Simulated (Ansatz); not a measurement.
## A film clamped to a substrate in TiCo2

Computed with DFT PBEsol, scalar-relativistic, plane waves, PAW (Ansatz). Settings: plane waves to 420 eV, k-mesh 12×12×12 (Γ-centred), Gaussian smearing 0.15 eV. No spin polarisation. A magnetic state may lie lower. Energies are free energies at this smearing, counted from the undisturbed cell; pressure is positive in compression.

Reference structure (relaxed at this level; with this scan's settings it stands at 0.1 GPa; it needn't be the usual structure):

```
Ti Co
1.0
     0.00000    3.27632    3.27632
     3.27632    0.00000    3.27632
     3.27632    3.27632    0.00000
Ti Co
2 4
Direct
  0.50000 0.50000 0.50000
  0.75000 0.75000 0.75000
  0.12500 0.12500 0.12500
  0.62500 0.12500 0.12500
  0.12500 0.12500 0.62500
  0.12500 0.62500 0.12500
```

The cell (6 atoms, V0 = 70.34 Å³) is strained by p along both x and y and by q along z, fractional coordinates fixed. τp = (1/V0) ∂E/∂p = (σxx + σyy)(1 + p)(1 + q) and τq = (1/V0) ∂E/∂q = σzz(1 + p)², with tension positive.

```
     p q  ΔE (meV/atom)  τp (GPa)  τq (GPa)
 0.000   0.000           0.00     -0.21     -0.10
-0.040   0.000          70.01    -50.45    -14.94
 0.040   0.000          54.46     35.26     11.94
 0.000  -0.040          23.25    -14.88    -16.42
 0.000   0.040          19.13     11.97     12.60
```

Get the second derivatives of the energy density.

Central differences give A = ∂τp/∂p = 1071 GPa (C11 + C22 + 2 C12), C = ∂τq/∂q = 363 GPa (C33) and the cross term B = ∂τq/∂p = 336 GPa (C13 + C23); ∂τp/∂q = 336 GPa must equal B, and any difference shows higher-order terms. Steps this large leave an error of some per cent of A or C in all of these, which can swamp a small B. The ions are clamped. In a cubic crystal C11 = C = 363, C12 = B/2 = 168 GPa and A should be 2(C11 + C12) = 1061 GPa; the bulk modulus is (C11 + 2 C12)/3 = 233 GPa.

A film of this crystal grows with z along the normal on a substrate that imposes p. How does its thickness respond, and what does the misfit cost?

Count p and q from the stress-free cell. A free surface needs τq = 0, so q = −(B/C) p = -0.93 p. The energy density left is (A − B²/C) p²/2 = M p², with the biaxial modulus M = 380 GPa; a misfit of 1 % costs 2.78 meV/atom, against 3.92 meV/atom if the thickness were held.

In a metal these slopes depend on the k mesh and the smearing.